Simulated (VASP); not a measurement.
Write the native input for VASP 6.6.1 that does the following.

```
Task                   : single point
Functional             : PBEsol
Potentials or basis    : VASP PAW PBE potentials, release 64 (Li_sv)
Cutoff                 : 520 eV
k mesh                 : 14 × 14 × 14
Occupations            : gaussian, width 0.1 eV
Spin                   : no spin polarisation
Dipole correction      : no
Further INCAR settings : ALGO = Normal; EDIFF = 1e-07; NBANDS = 8
```

The structure of Li lies in POSCAR:

```
Li
1.0
   -2.0297471396      2.0297471396      2.0297471396
    2.0297471396     -2.0297471396      2.0297471396
    2.0297471396      2.0297471396     -2.0297471396
Li
1
Direct
    0.0000000000      0.0000000000      0.0000000000
```

The cell isn't the ideal one: Rb replaced by Li, lengths x 0.749, strained and moved within the space group.

These files were run (other wordings do the same):

INCAR

```
  PREC = Accurate
  ENCUT = 520
  EDIFF = 1E-7
  ISMEAR = 0
  SIGMA = 0.1
  LREAL = False
  LASPH = True
  NELM = 100
  ALGO = Normal
  ISIF = 2
  LWAVE = False
  LCHARG = True
  GGA = PS
  LELF = True
  LVHAR = True
  NBANDS = 8
```

KPOINTS

```
Automatic mesh
0
Gamma
  14 14 14
```

Potentials or basis: VASP PAW PBE potentials, release 64 (Li_sv).

Launch:

```bash
$ cat potpaw_PBE.64/Li_sv/POTCAR > POTCAR
$ mpirun -np 1 vasp_std > vasp.out
```

Results of the run:

```json
{
  "Band gap on the k mesh": "none (metal or under the smearing width)"
}
```

Wall time 15 s on 1 thread of Intel(R) Xeon(R) Platinum 8488C (Sapphire Rapids) (shared host), peak memory 0.15 GiB.
